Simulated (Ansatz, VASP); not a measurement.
# PbSe: VASP beside Ansatz

Contents of INCAR:

```
SYSTEM = PbSe
  PREC = Accurate
  ENCUT = 520
  EDIFF = 1E-6
  ISMEAR = 0
  SIGMA = 0.03
  LREAL = .False.
  LASPH = .True.
  NELM = 80
  ALGO = Fast
  ISIF = 2
  LWAVE = .False.
  LCHARG = .True.
  GGA = PE
  IVDW = 12
  LELF = .True.
  LVHAR = .True.
  NBANDS = 17
```

Contents of KPOINTS:

```
regular mesh
0
Gamma
  10 10 10
  0 0 0
```

POSCAR

```
PbSe
1.0
   -0.1686898036      2.8983975338      3.0670873374
    2.8983975338     -0.1686898036      3.0670873374
    2.7297077303      2.7297077303      0.0000000000
Pb Se
1 1
Direct
    0.0000000000      0.0000000000      0.0000000000
    0.5000000000      0.5000000000      0.5000000000
```

Input for Ansatz:

```yaml
crystal:
  lattice:
    - [-0.1686898036, 2.8983975338, 3.0670873374]
    - [2.8983975338, -0.1686898036, 3.0670873374]
    - [2.7297077303, 2.7297077303, 0.0]
  atoms:
    - { symbol: Pb, position: [0.0, 0.0, 0.0] }
    - { symbol: Se, position: [0.5, 0.5, 0.5] }
basis:
  ecutwfc: 420
kpoints:
  mp_grid: { grid: [10, 10, 10] }
hamiltonian:
  xc: pbe
  dispersion: d3bj
scf:
  occupations: { method: gaussian, width: 0.03 }
output:
  forces: true
  stress: true
  eigenvalues: true
```

Change from the starting cell: engineering shear strain xy -0.1100, equal normal strain along x and y -0.0550.

Alike in both runs: task single point; functional PBE; dispersion D3(BJ); k mesh 10 × 10 × 10; occupations gaussian, width 0.03 eV; no spin polarisation.

```csv
,VASP,Ansatz
version,VASP 6.6.1,Ansatz 0.2.0
potentials or method,"VASP PAW PBE potentials, release 64 (Pb_d, Se)","scalar-relativistic, plane waves, PAW"
plane-wave cutoff (eV),520,420
valence electrons in the cell,20,30
```

|  | VASP | Ansatz | Ansatz less VASP |
| --- | --- | --- | --- |
| gap on the k mesh at the Fermi level (eV) | none | none | - |
| pressure (GPa) | 7.9 | 7.9 | 0.00 |
| largest component of the traceless stress (GPa) | 6.98 | 6.96 | -0.017 |

A gap of «none» marks a metal or a gap that the smearing closes. The two sets of potentials don't hold the same shells in valence.

Caveats: pairwise dispersion overbinds metals, which lowers pressure and volume. The runs have no spin-orbit coupling, so splittings on Pb are missing.
